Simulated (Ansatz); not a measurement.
InN (zinc blende)

```
InN
1.0
    0.00000     2.52449     2.52449
    2.52449     0.00000     2.52449
    2.52449     2.52449     0.00000
N In
1 1
Direct
  0.75000   0.75000   0.75000
  0.00000   0.00000   0.00000
```

These are PBE (plane waves to 420 eV, PAW, scalar-relativistic; Ansatz, a quantum-chemistry and plane-wave program) values and carry that method's errors. Harmonic phonons by density-functional perturbation theory on a 12×12×12 k mesh, in cm⁻¹ and rounded to 5; i marks imaginary ones, q is in fractions of the reciprocal vectors of the cell shown, and the three acoustic modes at Γ are left out. At this level the bands of InN touch or barely overlap; measurements give the solid a gap. InN was relaxed with its symmetry unable to fall.

**Question.** Is the structure dynamically stable at Γ, L = (0.5, 0.0, 0.0), X = (0.5, 0.5, 0.0)?

**Answer.** No imaginary mode at these points (lowest 80 cm⁻¹ at L = (0.5, 0.0, 0.0)); other wave vectors were not tested.

**Question.** Predict the phonon wavenumbers at Γ, L = (0.5, 0.0, 0.0), X = (0.5, 0.5, 0.0).

**Answer.** 
```csv
q,wavenumbers (cm⁻¹)
Γ,435 (×3)
"L = (0.5, 0.0, 0.0)","80 (×2), 215, 455 (×2), 545"
"X = (0.5, 0.5, 0.0)","115 (×2), 220, 490 (×2), 540"
```
